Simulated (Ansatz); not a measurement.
All numbers below come from DFT PBE, scalar-relativistic, plane waves, PAW (Ansatz). Cutoff 420 eV, Γ-centred meshes of about 0.25 Å⁻¹ or finer for metals and 0.3 Å⁻¹ for insulators (2π included), Gaussian smearing. No spin polarisation.

Relaxed forms of BeSe3:

Cell 1. Space group P4/nmm (No. 129), tetragonal, a = 3.619 Å, c = 17.507 Å. Around Be lie 4 Se at 2.26 Å and 4 Be at 2.56 Å; Se on its first site is surrounded by 4 Be at 2.26 Å; around Se on its second site lie 4 Se at 2.66 Å; Se on its third site has 4 Se at 2.66 Å.

Cell 2. Space group P1 (No. 1), triclinic, a = 5.225 Å, b = 5.226 Å, c = 7.546 Å, α = 83.6°, β = 84.2°, γ = 90.0°. Around Be on its first site lie 4 Se at 2.23–2.24 Å; Be on its second site is surrounded by 4 Se at 2.23–2.24 Å; Se on its first site is surrounded by 2 Be at 2.24 Å and 1 Se at 2.39 Å; around Se on its second site lie 2 Be at 2.24 Å and 1 Se at 2.39 Å; 4 more sites not described.

Task: How do gap and energy differ between these forms?

Result: Gaps on the mesh: 0.65 eV for cell 2, none for cell 1. Lowest in energy is cell 2; cell 1 lies 60 meV/atom higher. The lowest form also has the widest gap. Counting Se atoms around Be (those within 1.25 times the shortest such distance or 1.15 times the sum of covalent radii): cell 1 (P4/nmm, 28.7 Å³/atom) has Be 4; cell 2 (P1, 25.5 Å³/atom) has Be 4 and Se–Se units of three or more atoms (shortest 2.39 Å).

Gaps are read on each cell's k mesh and can be smaller between its points; Kohn–Sham gaps at this level usually fall short of measured ones, and a small gap can close altogether. No dispersion correction is applied, so the spacing and binding between layers, chains or molecules are poorly described (P4/nmm, P1), and this can change margins and order among such cells. The zero gap of P4/nmm may come from the functional, which often closes small gaps, or the cell may be a true semimetal. With atoms moved at random, cell 1 (by 14 meV/atom) fell into a lower structure and cell 2 came back. Some structure types and database cells were kept out of the candidates from the start, so a known form may be missing.

Both forms keep Be bound to four Se at similar distances, so the contrast lies mainly in how the remaining selenium bonds. In cell 2 the 2.39 Å contacts are close to ordinary Se–Se single bonds, and the composition fits Be²⁺ with Se₃²⁻ chains. Such an electron-precise polyselenide would separate filled lone-pair and bonding states from empty Se–Se σ* states, consistent with its gap.

Cell 1 instead suggests BeSe-like layers alongside essentially neutral selenium, with four stretched contacts of 2.66 Å per atom in place of two normal bonds. Partly filled p bands are expected there, along with a tendency to distort towards fewer, shorter bonds. The drop in energy after random displacement fits this picture but doesn't prove that mechanism. Localised Se–Se bonding may also explain the energetic preference for cell 2, although missing dispersion could contribute to the difference. Neither form is shown to be stable against separation into BeSe and elemental selenium.
